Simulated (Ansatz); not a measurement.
**Cs: band structure with PBEsol**

Cs:

```
Cs
1.0
    -3.12847    3.12847    3.12847
     3.12847   -3.12847    3.12847
     3.12847    3.12847   -3.12847
Cs
1
Direct
  0.00000 0.00000 0.00000
```

- Program: Ansatz 0.2.0
- Task: band structure
- Functional: PBEsol
- Potentials or basis: Ansatz PAW
- Cutoff: 420 eV (not typed: the program's choice for these potentials)
- k mesh: 6 × 6 × 6
- Occupations: fermi-dirac, width 0.05 eV
- Spin: no spin polarisation
- Path: [["G", "H", "N", "G", "P", "H"], ["P", "N"]]
- Points for each segment of the path: 14

The pressure is -0.2 GPa and the band gap on the k mesh is none (metal or under the smearing width).

Levels at the corners of the path, in eV from the Fermi level:
| point | band 2 | band 3 | band 4 | band 5 | band 6 | band 7 |
| --- | --- | --- | --- | --- | --- | --- |
| Γ | -10.62 | -10.62 | -10.62 | -1.62 | 2.46 | 2.46 |
| H | -10.70 | -10.70 | -10.70 | 0.71 | 0.71 | 2.83 |
| N | -10.73 | -10.66 | -10.62 | 0.05 | 0.81 | 1.65 |
| Γ | -10.62 | -10.62 | -10.62 | -1.62 | 2.46 | 2.46 |
| P | -10.67 | -10.67 | -10.67 | 0.97 | 0.97 | 0.97 |
| H | -10.70 | -10.70 | -10.70 | 0.71 | 0.71 | 2.83 |
| P | -10.67 | -10.67 | -10.67 | 0.97 | 0.97 | 0.97 |
| N | -10.73 | -10.66 | -10.62 | 0.05 | 0.81 | 1.65 |

Run time: 2.1 s on 2 threads of Arm Neoverse V2, with other jobs on the host, peak memory 0.33 GiB.

Caveat: spin-orbit coupling is left out, which moves the levels of the heavy elements; the PAW data sets come from PBE, with cores solved anew for the run's functional, which leaves a small shift of forces and pressure.
